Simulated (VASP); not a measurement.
The system is Sb.

```xyz
2
Lattice="3.3545 0.0000 0.0000 -1.6773 2.9051 0.0000 0.0000 0.0000 5.4702" Properties=species:S:1:pos:R:3 pbc="T T T"
Sb    1.6773    0.9684    4.1026
Sb    0.0000    1.9367    1.3675
```

This isn't the form of Sb at room conditions, which is rhombohedral.

| Property | Result |
| --- | --- |
| Program | VASP 6.6.1 |
| Task | single point |
| Functional | PBEsol |
| Potentials or basis | VASP PAW PBE potentials, release 64 (Sb) |
| Cutoff | 520 eV |
| k mesh | 9 × 9 × 5 |
| Occupations | fermi-dirac, width 0.05 eV |
| Spin | no spin polarisation |

On this cell: pressure -1.6 GPa; largest force under 0.003 eV/Å; band gap on the k mesh none (metal or under the smearing width).

The same run follows on a disturbed copy (atoms moved at random, drawn with an rms of 0.05 Å):

```xyz
2
Lattice="3.3545 0.0000 0.0000 -1.6773 2.9051 0.0000 0.0000 0.0000 5.4702" Properties=species:S:1:pos:R:3 pbc="T T T"
Sb    1.7140    0.9717    4.1111
Sb   -0.0346    1.9248    1.3982
```

Task: What does the disturbed cell give?

Result: The energy (extrapolated to zero smearing) moves by -1.2 meV/atom; pressure -1.6 GPa; largest force 0.041 eV/Å; band gap on the k mesh none (metal or under the smearing width).

Forces in eV/Å, atoms in the order of the input:
```
Sb   0.026  0.006 -0.032
Sb  -0.026 -0.006  0.032
```

Stress tensor (GPa, compression positive):
```
-1.45  0.17  0.02
 0.17 -1.49  0.01
 0.02  0.01 -1.81
```

The energy falls, though the first cell shows no forces: that form is unstable against this distortion, unless noise or another electronic state is at work.

Caveats: the PAW data sets were made with another functional, which shifts forces and pressure a little.
